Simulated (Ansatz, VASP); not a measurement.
## Ni: VASP beside Ansatz

File INCAR:

```
PREC     = Accurate       # precision mode
ENCUT    = 520            # plane-wave cutoff, eV
EDIFF    = 1E-7           # SCF threshold, eV
ISMEAR   = -1             # smearing method
SIGMA    = 0.05           # smearing width, eV
LREAL    = F              # projectors in reciprocal space
LASPH    = T              # aspherical terms in the spheres
NELM     = 60             # most SCF steps
ALGO     = Normal         # electronic algorithm
ISIF     = 2              # what is computed and relaxed
LWAVE    = F              # write WAVECAR
LCHARG   = F              # write CHGCAR
GGA      = PE             # functional
NBANDS   = 11             # bands
```

KPOINTS

```
Automatic mesh
0
Gamma
  14 14 14
```

File POSCAR:

```
Ni
1.0
    0.0000000000      1.7716500000      1.7716500000
    1.7716500000      0.0000000000      1.7716500000
    1.7716500000      1.7716500000      0.0000000000
Ni
1
Direct
    0.0000000000      0.0000000000      0.0000000000
```

Input for Ansatz:

```yaml
crystal:
  lattice:
    - [0.0, 1.77165, 1.77165]
    - [1.77165, 0.0, 1.77165]
    - [1.77165, 1.77165, 0.0]
  atoms:
    - { symbol: Ni, position: [0.0, 0.0, 0.0] }
hamiltonian:
  xc: pbe
  pseudopotentials: { kind: paw }
basis:
  ecutwfc: 420
kpoints:
  mp_grid: { grid: [14, 14, 14] }
scf:
  occupations: { method: fermi_dirac, width: 0.05 }
  lower_state_search: "off"
output:
  forces: true
  stress: true
```

Alike in both runs: task single point; functional PBE; k mesh 14 × 14 × 14; occupations fermi-dirac, width 0.05 eV; no spin polarisation.

|  | VASP | Ansatz |
| --- | --- | --- |
| version | VASP 6.6.1 | Ansatz 0.2.0 |
| potentials or method | VASP PAW PBE potentials, release 64 (Ni) | PAW, plane waves, scalar-relativistic |
| plane-wave cutoff (eV) | 520 | 420 |
| valence electrons in the cell | 10 | 18 |

VASP gave:

| Quantity | Value |
| --- | --- |
| pressure (GPa) | -4.9 |

Task: What did Ansatz give for the same quantities?

Result: Pressure (GPa): -5.0.

The two sets of potentials don't hold the same shells in valence.

Caveats: the run has no spin polarisation, though such a crystal can be magnetic. Spin polarisation is off, so any magnetic state and its effect on volume and gap are missing.
